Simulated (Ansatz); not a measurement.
# MoS2: the cost of one run

Program: Ansatz 0.2.0. Level of theory: DFT r²SCAN without U, plane waves, PAW. These are calculated values, not measurements.

1 further run of the same task is left out (it didn't finish). Runs told in other sessions of the task aren't counted.

### 1 The structure to begin with

The structure is hexagonal, space group P6_3/mmc (No. 194). Conventional cell: a = 3.161 Å, b = 3.161 Å, c = 12.295 Å, α = 90.00°, β = 90.00°, γ = 120.00°. Mo (site symmetry -6m2) is surrounded by 6 S at 2.37 Å. S (site symmetry 3m) has 3 Mo at 2.37 Å in its first shell of neighbours.

As a file:

```cif
data_structure
_symmetry_space_group_name_H-M 'P6_3/mmc'
_symmetry_Int_Tables_number 194
_cell_length_a 3.1610
_cell_length_b 3.1610
_cell_length_c 12.2950
_cell_angle_alpha 90.000
_cell_angle_beta 90.000
_cell_angle_gamma 120.000
_cell_volume 106.39
loop_
_atom_site_label
_atom_site_type_symbol
_atom_site_symmetry_multiplicity
_atom_site_Wyckoff_symbol
_atom_site_fract_x
_atom_site_fract_y
_atom_site_fract_z
_atom_site_occupancy
Mo1 Mo 2 c 0.33333 0.66667 0.25000 1
S1 S 4 f 0.33333 0.66667 0.62750 1
```

An earlier series on this cell reached its lowest free state from «ferromagnetic start, free, symmetry kept, no search», perhaps among other starts (it ended with site moments under 0.05 μB).

### 2 Total moment locked, 3.00 μB per cell

input.yaml reads:

```yaml
crystal:
  lattice:
    - [3.16100152, 0.0, 0.0]
    - [-1.58050076, 2.73750762, 0.0]
    - [0.0, 0.0, 12.2949997]
  atoms:
    - { symbol: Mo, position: [0.3333333333, 0.6666666667, 0.25], spin: 1.5 }
    - { symbol: Mo, position: [0.6666666667, 0.3333333333, 0.75], spin: 1.5 }
    - { symbol: S, position: [0.3333333333, 0.6666666667, 0.6275] }
    - { symbol: S, position: [0.6666666667, 0.3333333333, 0.1275] }
    - { symbol: S, position: [0.3333333333, 0.6666666667, 0.8725] }
    - { symbol: S, position: [0.6666666667, 0.3333333333, 0.3725] }
basis:
  ecutwfc: 500
  ecutrho_ratio: 4
kpoints:
  mp_grid: { grid: [7, 7, 2] }
hamiltonian:
  xc: r2scan
scf:
  occupations: { method: gaussian, width: 0.05 }
  lower_state_search: "off"
  max_iter: 150
output:
  forces: true
  stress: true
  eigenvalues: true
  populations: true
  hubbard: { sites: [{ site: 0, l: d }, { site: 1, l: d }] }
magnetization:
  spin_polarized: true
  initial_magnetization: 3.0
  spin_locking: { lock_magnetization: hard }
```

The lock stays on to the end, so the result is a constrained state unless its moments die out.

On the command line:

```console
$ ansatz run input.yaml --threads 8 --pin off --max-ram 12288MiB --backend cpu --events-out ev --progress --plain --runs-dir out
```

Q: Estimate wall time and peak memory on 8 threads of Intel Xeon Platinum 8488C (Sapphire Rapids), shared host.

About 3.7 s, with a peak of 0.85 GiB.
